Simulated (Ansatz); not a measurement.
# AgI: the cost of one run

Method: DFT PBE, scalar-relativistic, plane waves, PAW, in Ansatz 0.2.0.

2 further runs of the same task are left out: 2 set aside as unsound or not needed.

**1. The starting structure**

It takes space group F-43m (No. 216, cubic). The conventional cell has a = 6.619 Å, b = 6.619 Å, c = 6.619 Å, α = 90.00°, β = 90.00°, γ = 90.00°. Cd (site symmetry -43m) has 4 Te at 2.87 Å as nearest neighbours. Te (site symmetry -43m) has 4 Cd at 2.87 Å as nearest neighbours.

Structure file:

```cif
data_structure
_symmetry_space_group_name_H-M 'F-43m'
_symmetry_Int_Tables_number 216
_cell_length_a 6.6193
_cell_length_b 6.6193
_cell_length_c 6.6193
_cell_angle_alpha 90.000
_cell_angle_beta 90.000
_cell_angle_gamma 90.000
_cell_volume 290.02
loop_
_atom_site_label
_atom_site_type_symbol
_atom_site_symmetry_multiplicity
_atom_site_Wyckoff_symbol
_atom_site_fract_x
_atom_site_fract_y
_atom_site_fract_z
_atom_site_occupancy
Cd1 Cd 4 a 0.00000 0.00000 0.00000 1
Te1 Te 4 d 0.25000 0.25000 0.75000 1
```

It goes back to an entry of the Materials Project.

It is the result of an earlier relaxation at this level (volume 36.25 Å³/atom; gap on the mesh: 0.58 eV).

**2. Cd → Ag, Te → I: the starting cell**

AgI starts from the relaxed positions of CdTe, with all lengths scaled by 1.005, a guess from tabulated radii.

**3. Quick check of gap, pressure and forces (AgI)**

input.yaml

```yaml
crystal:
  lattice:
    - [0.0, 3.3255716, 3.3255716]
    - [3.3255716, 0.0, 3.3255716]
    - [3.3255716, 3.3255716, 0.0]
  atoms:
    - { symbol: Ag, position: [0.0, 0.0, 0.0] }
    - { symbol: I, position: [0.25, 0.25, 0.25] }
basis:
  ecutwfc: 420
kpoints:
  mp_grid: { grid: [6, 6, 6] }
hamiltonian:
  xc: pbe
scf:
  occupations: { method: gaussian, width: 0.1 }
output:
  forces: true
  stress: true
  eigenvalues: true
```

Started as:

```
ansatz run input.yaml --threads 1 --pin off --max-ram 2560MiB --backend cpu --events-out ev --progress --plain --runs-dir out
```

Q: Estimate wall time and peak memory on 1 thread of Arm Neoverse V2, shared host.

About 2.1 s, with a peak of 0.32 GiB.
